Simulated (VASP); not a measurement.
# Ti (Im-3m) in VASP: notebook, part 2 of 2

VASP 6.6.1. The steps go on from the part before.

### 4 Relaxation of cell and atoms, PBEsol

File INCAR:

```
  PREC = Accurate
  ENCUT = 600
  EDIFF = 1E-7
  ISMEAR = 0
  SIGMA = 0.1
  LREAL = False
  LASPH = True
  NELM = 80
  ALGO = Normal
  ISIF = 3
  LWAVE = False
  LCHARG = False
  GGA = PS
  IBRION = 2
  NSW = 90
  EDIFFG = -0.005
```

File KPOINTS:

```
Automatic mesh
0
Gamma
  6 6 6
```

File POSCAR:

```
Ti
1.0
   -1.6532500000      1.6532500000      1.6532500000
    1.6532500000     -1.6532500000      1.6532500000
    1.6532500000      1.6532500000     -1.6532500000
Ti
1
Direct
    0.0000000000      0.0000000000      0.0000000000
```

Launch:

```console
$ cat potpaw_PBE.64/Ti_sv/POTCAR > POTCAR
$ mpirun -np 1 vasp_std > vasp.out
```

Wall time 9.9 s (1 thread of Intel Xeon 6975P-C (Granite Rapids), shared host); peak memory 0.14 GiB.

Results (log left out):

```
Free energy                            : -8.2234 eV
Relaxed volume                         : 16.42 Å³/atom
Relaxed cell                           : a = 2.774 Å, b = 2.774 Å, c = 2.774 Å, α = 109.47°, β = 109.47°, γ = 109.47°
Space group after relaxing (to 0.05 Å) : Im-3m (No. 229)
Energy gained by relaxing              : 48.0 meV/atom
Ionic steps                            : 6
Pressure after relaxing                : 0.0 GPa
Band gap on the k mesh                 : none (metal or under the smearing width)
```

Step by step:
```csv
step,energy change (eV),largest force (eV/Å),pressure (GPa),volume (Å³)
1,0.0000,0.0000,-8.69,18.07
2,-0.0338,0.0000,5.98,15.63
3,-0.0480,0.0000,-0.06,16.43
4,-0.0479,0.0000,0.16,16.40
5,-0.0480,0.0000,-0.08,16.44
6,-0.0480,0.0000,-0.01,16.42
```

Final structure:
```yaml
crystal:
  lattice:
    - [-1.60130, 1.60130, 1.60130]
    - [1.60130, -1.60130, 1.60130]
    - [1.60130, 1.60130, -1.60130]
  atoms:
    - { symbol: Ti, position: [0.00000, 0.00000, 0.00000] }
```

Levels at points of the mesh, in eV from the Fermi level:
```
           k point  band 3  band 4  band 5  band 6  band 7  band 8  band 9  band 10
(0.00, 0.00, 0.00)  -32.12  -32.12   -6.12    0.98    0.98    0.98    2.88     2.88
(0.50, 0.00, 0.00)  -32.37  -32.12   -2.65   -0.52    1.28    2.88    3.26     4.55
(0.50, 0.50, 0.50)  -32.67  -32.67   -2.35   -2.35    4.17    4.17    4.17     8.76
```

Caveat: the k mesh is coarse (spacing up to 0.45 Å⁻¹), so the values aren't converged; the PAW data sets were made with another functional, which shifts forces and pressure a little.

### 5 Single point, PBEsol

File INCAR:

```
PREC     = Accurate       # precision mode
ENCUT    = 520            # plane-wave cutoff, eV
EDIFF    = 1E-6           # SCF threshold, eV
ISMEAR   = 0              # smearing method
SIGMA    = 0.1            # smearing width, eV
LREAL    = False          # projectors in reciprocal space
LASPH    = True           # aspherical terms in the spheres
NELM     = 80             # most SCF steps
ALGO     = Normal         # electronic algorithm
ISIF     = 2              # what is computed and relaxed
LWAVE    = False          # write WAVECAR
LCHARG   = False          # write CHGCAR
GGA      = PS             # functional
```

File KPOINTS:

```
Automatic mesh
0
Gamma
  18 18 18
```

POSCAR is that of step 4.

Launch:

```console
$ cat potpaw_PBE.64/Ti_sv/POTCAR > POTCAR
$ mpirun -np 1 vasp_std > vasp.out
```

It took 9.6 s on 1 thread of Intel Xeon 6975P-C (Granite Rapids), shared host; peak memory 0.16 GiB.

Results (log left out):

```
Free energy            : -8.1953 eV
Pressure               : -8.8 GPa
Band gap on the k mesh : none (metal or under the smearing width)
```

Levels at points of the mesh, in eV from the Fermi level:
```
           k point  band 3  band 4  band 5  band 6  band 7  band 8  band 9  band 10
(0.00, 0.00, 0.00)  -32.37  -32.37   -5.86    0.95    0.95    0.95    2.63     2.63
(0.50, 0.00, 0.00)  -32.56  -32.38   -2.37   -0.37    1.04    2.61    2.94     4.07
(0.50, 0.50, 0.50)  -32.79  -32.79   -1.97   -1.97    3.74    3.74    3.74     8.04
```

Caveat: the PAW data sets were made with another functional, which shifts forces and pressure a little.

### 6 Relaxation of cell and atoms, PBEsol

File INCAR:

```
  PREC = Accurate
  ENCUT = 580
  EDIFF = 1E-7
  ISMEAR = 0
  SIGMA = 0.1
  LREAL = False
  LASPH = True
  NELM = 80
  ALGO = Normal
  ISIF = 3
  LWAVE = False
  LCHARG = False
  GGA = PS
  IBRION = 2
  NSW = 90
  EDIFFG = -0.005
```

KPOINTS is that of step 5.

POSCAR is that of step 5.

Potentials or basis: VASP PAW PBE potentials, release 64 (Ti).

Launch:

```console
$ cat potpaw_PBE.64/Ti/POTCAR > POTCAR
$ mpirun -np 1 vasp_std > vasp.out
```

Run time: 21 s. Hardware: 1 thread of Intel Xeon 6975P-C (Granite Rapids), shared host; peak memory 0.17 GiB.

The run converged. Its results:

| Item | Value |
| --- | --- |
| Free energy | -8.1936 eV |
| Relaxed volume | 16.35 Å³/atom |
| Relaxed cell | a = 2.769 Å, b = 2.769 Å, c = 2.769 Å, α = 109.47°, β = 109.47°, γ = 109.47° |
| Space group after relaxing (to 0.05 Å) | Im-3m (No. 229) |
| Energy gained by relaxing | 58.5 meV/atom |
| Ionic steps | 6 |
| Pressure after relaxing | 0.0 GPa |
| Band gap on the k mesh | none (metal or under the smearing width) |

Step by step:
```tsv
step	energy change (eV)	largest force (eV/Å)	pressure (GPa)	volume (Å³)
1	0.0000	0.0000	-10.05	18.07
2	-0.0293	0.0000	9.09	15.27
3	-0.0585	0.0000	-0.05	16.36
4	-0.0584	0.0000	0.19	16.32
5	-0.0585	0.0000	-0.12	16.36
6	-0.0585	0.0000	0.02	16.35
```

Final structure:
```
Ti
1.0
    -1.59879    1.59879    1.59879
     1.59879   -1.59879    1.59879
     1.59879    1.59879   -1.59879
Ti
1
Direct
  0.00000 0.00000 0.00000
```

Levels at points of the mesh, in eV from the Fermi level:
| k point | band 1 | band 2 | band 3 | band 4 | band 5 | band 6 |
| --- | --- | --- | --- | --- | --- | --- |
| (0.00, 0.00, 0.00) | -6.01 | 1.02 | 1.02 | 1.02 | 2.92 | 2.92 |
| (0.50, 0.00, 0.00) | -2.59 | -0.47 | 1.31 | 2.92 | 3.29 | 4.59 |
| (0.50, 0.50, 0.50) | -2.31 | -2.31 | 4.21 | 4.21 | 4.21 | 8.30 |

Caveat: the PAW data sets were made with another functional, which shifts forces and pressure a little.

### 7 Relaxation of cell and atoms, RPBE

Changes to INCAR since step 6:

```diff
@@ -1,3 +1,3 @@
   PREC = Accurate
-  ENCUT = 580
+  ENCUT = 600
   EDIFF = 1E-7
@@ -12,3 +12,3 @@
   LCHARG = False
-  GGA = PS
+  GGA = RP
   IBRION = 2
```

KPOINTS is that of step 6.

POSCAR is that of step 6.

Potentials or basis: VASP PAW PBE potentials, release 64 (Ti_sv).

Launch:

```console
$ cat potpaw_PBE.64/Ti_sv/POTCAR > POTCAR
$ mpirun -np 1 vasp_std > vasp.out
```

Wall time 31 s (1 thread of Intel Xeon 6975P-C (Granite Rapids), shared host); peak memory 0.18 GiB.

Results (log left out):

```
Free energy                            : -7.3283 eV
Relaxed volume                         : 17.74 Å³/atom
Relaxed cell                           : a = 2.846 Å, b = 2.846 Å, c = 2.846 Å, α = 109.47°, β = 109.47°, γ = 109.47°
Space group after relaxing (to 0.05 Å) : Im-3m (No. 229)
Energy gained by relaxing              : 1.9 meV/atom
Ionic steps                            : 3
Pressure after relaxing                : 0.0 GPa
Band gap on the k mesh                 : none (metal or under the smearing width)
```

Step by step:
| step | energy change (eV) | largest force (eV/Å) | pressure (GPa) | volume (Å³) |
| --- | --- | --- | --- | --- |
| 1 | 0.0000 | 0.0000 | -1.79 | 18.07 |
| 2 | -0.0012 | 0.0000 | 1.11 | 17.55 |
| 3 | -0.0019 | 0.0000 | 0.00 | 17.74 |

Final structure:
```xyz
1
Lattice="-1.6431 1.6431 1.6431 1.6431 -1.6431 1.6431 1.6431 1.6431 -1.6431" Properties=species:S:1:pos:R:3 pbc="T T T"
Ti    0.0000    0.0000    0.0000
```

Levels at points of the mesh, in eV from the Fermi level:
```tsv
k point	band 2	band 3	band 4	band 5	band 6	band 7	band 8	band 9	band 10
(0.00, 0.00, 0.00)	-32.54	-32.54	-32.54	-5.93	0.98	0.98	0.98	2.68	2.68
(0.50, 0.00, 0.00)	-33.16	-32.73	-32.54	-2.40	-0.37	1.04	2.67	3.01	4.14
(0.50, 0.50, 0.50)	-32.97	-32.97	-32.97	-2.04	-2.04	3.81	3.81	3.81	8.21
```

Caveat: the PAW data sets were made with another functional, which shifts forces and pressure a little.

### 8 Overview

```csv
task,level,potentials or basis,cell,k mesh,cutoff (eV),mesh quality,gap on the mesh (eV),pressure (GPa),relaxed volume (Å³/atom)
relaxation of cell and atoms,PBE+D3(BJ),"VASP PAW PBE potentials, release 64 (Ti_sv)",relaxed,18 × 18 × 18,600,not flagged,none,0.0,16.26
relaxation of cell and atoms,PBEsol,"VASP PAW PBE potentials, release 64 (Ti_sv)",relaxed,6 × 6 × 6,600,coarse,none,0.0,16.42
single point,PBEsol,"VASP PAW PBE potentials, release 64 (Ti_sv)",as given,18 × 18 × 18,520,not flagged,none,-8.8,-
relaxation of cell and atoms,PBEsol,"VASP PAW PBE potentials, release 64 (Ti)",relaxed,18 × 18 × 18,580,not flagged,none,0.0,16.35
relaxation of cell and atoms,RPBE,"VASP PAW PBE potentials, release 64 (Ti_sv)",relaxed,18 × 18 × 18,600,not flagged,none,0.0,17.74
```

Alike in all rows: no spin polarisation; smearing gaussian 0.1 eV.

Caveats: some runs use coarse meshes; the PAW data sets were made with another functional, which shifts forces and pressure a little (some runs); the volume moved by -10 % from the deposited cell, more than functionals usually miss (some runs); pairwise dispersion overbinds metals, which lowers pressure and volume (some runs).

Total energies depend on the potentials used, so only differences within one code and one set of settings carry meaning.
